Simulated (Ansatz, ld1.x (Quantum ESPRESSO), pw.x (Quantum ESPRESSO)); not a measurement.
**From atom to crystal: RRKJ potential for K (Z = 19)**

```
Element                 : potassium (K)
Generator               : ld1.x (Quantum ESPRESSO) 7.5
Type                    : norm-conserving RRKJ (Kleinman–Bylander form)
Functional              : LDA (PW92)
Relativity              : scalar-relativistic
Frozen core             : [Ar]
Valence charge          : 1
Reference configuration : 3d1 4s0 4p0
Partial waves           : 4p (bound, empty): rc 4.10 bohr; 3d (bound): rc 4.20 bohr; 4s (bound, empty): rc 3.75 bohr
Local potential         : the s channel
Core correction         : Bessel-smoothed model core, default radius (core density twice the valence density)
rho0                    : 0.02
```

Atomic tests: cutoffs needed: 6 Ry and 8 Ry (the cutoffs (Ry, on a coarse ladder) from which the occupation-weighted sum of valence levels, in a spherical-Bessel basis at the reference potential, stays within 10 and 1 mRy of its value at 400 Ry); ghost test: no extra level below or beside the all-electron valence levels (p, d, s, f tested) (spherical-Bessel basis up to 400 Ry, 20 bohr box); largest excitation error: +4.8 meV (all-electron minus pseudo) for 3d0 4s0 4p1, out of 4 test configurations.

Crystal test: bcc K in pw.x 7.5, no spin, 9³ k-points, Fermi–Dirac smearing 0.01 Ry, cutoffs 50/200 Ry. The reference is all-electron LAPW (Ansatz 0.2.0) with the same functional, mesh and smearing; V0 and B0 come from Birch–Murnaghan fits to the pressures at five volumes. Errors are pseudo minus all-electron; Δ is the rms difference of the E(V) curves that follow from these fits, minima aligned, over ±6 % about the mean V0. Mesh and smearing are coarse, so the numbers serve the comparison and aren't converged zero-temperature values; the lattice is a test structure that the element need not adopt.

All-electron: a0 = 5.048 Å (V0 = 64.32 Å³/atom), B0 = 4.4 GPa.

**Question.** How far does the potential miss the all-electron equation of state?

**Answer.** mean pressure error (GPa): +0.07; a0 (Å): 5.073; a0 error (%): +0.50; B0 error (%): -1.5; Δ (meV/atom): 0.9. This is a poor potential for the solid.

| V (Å³/atom) | P all-electron (GPa) | P pseudo (GPa) |
| --- | --- | --- |
| 61.288 | 0.23 | 0.31 |
| 62.901 | 0.10 | 0.17 |
| 64.514 | -0.01 | 0.05 |
| 66.127 | -0.12 | -0.05 |
| 67.740 | -0.21 | -0.15 |

**Question.** At the middle volume, how do free energy and pressure move when the wave cutoff is lowered (ecutrho kept at four times it)?

**Answer.**

| cutoff (Ry) | shift of F (meV/atom) | shift of P (GPa) |
| --- | --- | --- |
| 22 | +0.0 | +0.00 |
| 30 | +0.0 | +0.00 |
| 40 | -0.0 | +0.00 |

The run at the middle volume (35 k-points, 8 iterations) took about 9 s on one core of a shared host (Neoverse-V1, 32 threads, 247 GiB, load 12).
